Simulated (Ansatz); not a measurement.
# CdS (wurtzite type): the dielectric function from several functionals

How does CdS (wurtzite type) absorb light if electrons and holes don't interact? Plan: HSE06 for the gap; optics with PBE on 6×6×4; optics with r2SCAN on 6×6×4; optics with PBE and scissors to the HSE06 gap on 6×6×4; optics with PBE with spin-orbit coupling on 6×6×2.

Program: Ansatz 0.2.0. Level of theory: plane waves, PAW; no local fields, no excitons. These are calculated values, not measurements.

1 further run of the same task is left out (it didn't finish). Runs told in other sessions of the task aren't counted.

**1. Starting point**

The structure is hexagonal, space group P6_3mc (No. 186). Conventional cell: a = 4.165 Å, b = 4.165 Å, c = 6.766 Å, α = 90.00°, β = 90.00°, γ = 120.00°. Around Cd (site symmetry 3m) lie 4 S at 2.54 to 2.55 Å. S (site symmetry 3m) is surrounded by 4 Cd at 2.54 to 2.55 Å.

As a file:

```xyz
4
Lattice="4.1646 0.0000 0.0000 -2.0823 3.6067 0.0000 0.0000 0.0000 6.7660" Properties=species:S:1:pos:R:3 pbc="T T T"
Cd    0.0000    2.4044   -0.0065
Cd    2.0823    1.2022    3.3765
S     0.0000    2.4044    2.5438
S     2.0823    1.2022    5.9268
```

Cell and atoms come from an earlier r2SCAN relaxation.

**2. The gap to aim at**

File input.yaml:

```yaml
crystal:
  lattice:
    - [4.1646012771, 0.0, 0.0]
    - [-2.0823006386, 3.6066505026, 0.0]
    - [0.0, 0.0, 6.7660104931]
  atoms:
    - { symbol: Cd, position: [0.3333333333, 0.6666666667, -0.0009631163] }
    - { symbol: Cd, position: [0.6666666667, 0.3333333333, 0.4990368837] }
    - { symbol: S, position: [0.3333333333, 0.6666666667, 0.3759631163] }
    - { symbol: S, position: [0.6666666667, 0.3333333333, 0.8759631163] }
kpoints:
  mp_grid: { grid: [6, 6, 2] }
  band_path:
    path:
      - [0.0, 0.0, 0.0]
      - [0.5, 0.0, 0.0]
      - [0.3333333333, 0.3333333333, 0.0]
      - [0.0, 0.0, 0.5]
      - [0.5, 0.0, 0.5]
      - [0.3333333333, 0.3333333333, 0.5]
    npoints: 1
hamiltonian:
  xc: hse06
scf:
  occupations: { method: fixed }
  n_extra_bands: 5
output:
  forces: true
  stress: true
  eigenvalues: true
```

The run is started by

```bash
$ ansatz run input.yaml --threads 4 --pin off --max-ram 3686MiB --backend cpu --events-out ev --progress --plain --runs-dir out
```

The runs that follow: Optics, PBE; Optics, r2SCAN; Optics, PBE with a scissors shift; Optics, PBE with spin-orbit coupling.

Before running them: what should the planned runs give, taken together? Wanted: ε∞, PBE; ε∞, r2SCAN; ε∞, PBE with spin-orbit coupling; tallest peak of ε₂, PBE; tallest peak of ε₂, r2SCAN; tallest peak of ε₂, PBE with spin-orbit coupling; HSE06 direct gap.

As calculated:

```
                                        quantity                     value
                                         ε∞, PBE  6.40 (xx, yy), 6.45 (zz)
                                      ε∞, r2SCAN  5.59 (xx, yy), 5.63 (zz)
                      ε∞, PBE + 1.02 eV scissors  5.46 (xx, yy), 5.50 (zz)
                ε∞, PBE with spin-orbit coupling  6.17 (xx, yy), 6.23 (zz)
                         tallest peak of ε₂, PBE           10.1 at 6.65 eV
                      tallest peak of ε₂, r2SCAN            9.2 at 7.10 eV
      tallest peak of ε₂, PBE + 1.02 eV scissors           10.1 at 7.65 eV
tallest peak of ε₂, PBE with spin-orbit coupling           10.3 at 6.65 eV
                                HSE06 direct gap                   2.19 eV
```

What this shows: PBE + 1.02 eV scissors has the widest direct gap (2.19 eV) and PBE with spin-orbit coupling the narrowest (1.16 eV); ε∞ is 5.47 and 6.19 (mean of the axes); the spin-orbit run sums fewer bands, so its ε∞ isn't like for like. Spin-orbit coupling moves the direct gap by -0.01 eV; ε∞ doesn't compare between these two runs, as the bands summed differ. The meshes differ between the runs, and peak heights and places move with the mesh, so part of any difference isn't the level's. The response is anisotropic: with PBE ε∞ is 6.40 (xx, yy), 6.45 (zz). Local fields and excitons are left out: both change ε∞, and without excitons the onset lacks its lines.
